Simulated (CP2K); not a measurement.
**Ge: equation of state with PBE**

The system is Ge.

```
CELL_PARAMETERS angstrom
4.00068 0.00000 0.00000
2.00034 3.46469 0.00000
2.00034 1.15490 3.26654
ATOMIC_POSITIONS crystal
Ge 0.75000 0.75000 0.75000
Ge 0.50000 0.50000 0.50000
```

| Item | Value |
| --- | --- |
| Program | CP2K 2026.2 |
| Task | equation of state |
| Functional | PBE |
| Potentials or basis | POTENTIAL_UZH Ge GTH-PBE-q4; TZVP-MOLOPT-PBE-GTH basis |
| Density cutoff | 6123 eV |
| k mesh | 8 × 8 × 8 |
| Occupations | fermi-dirac, width 0.05 eV |
| Spin | no spin polarisation |
| SCF solver | diagonalisation with k points |
| Quickstep method | GPW |
| EPS_DEFAULT | 1.0E-10 |
| EPS_SCF | 1.0E-6 |
| MAX_SCF | 100 |
| SCF_GUESS | ATOMIC |
| k points reduced by the point group | yes |
| Mesh centred on Gamma | yes |
| CHOLESKY | OFF |
| EPS_EIGVAL | 1.0E-7 |
| MIXING METHOD | BROYDEN_MIXING |
| MIXING ALPHA | 0.4 |
| NBUFFER | 8 |
| NGRIDS | 5 |
| Basis sets | Ge TZVP-MOLOPT-PBE-GTH-q4 |
| Potentials | Ge GTH-PBE-q4 of POTENTIAL_UZH |
| ADDED_MOS | [10] |
| REL_CUTOFF (Ry) | 60 Ry |
| MIXING BETA (1/bohr) | 1.5 1/bohr |
| CUTOFF of the grids | 450 Ry |

```
Equilibrium volume : 24.02 Å³/atom (rough: see the caveat)
Bulk modulus       : 59 GPa (rough)
```

Energy against volume, from the lowest point:
```
volume (Å³/atom)  energy (meV/atom)
          21.281              71.64
          21.733              47.88
          22.186              29.60
          22.639              16.16
          23.092               6.98
          23.545               1.71
          23.997               0.00
```

All runs of the series together: 78 s on 1 thread of Arm Neoverse V2, with other jobs on the host.

Caveat: the minimum lies outside the volumes run; the basis of atomic orbitals isn't converged, which shifts pressures, moduli and gaps.
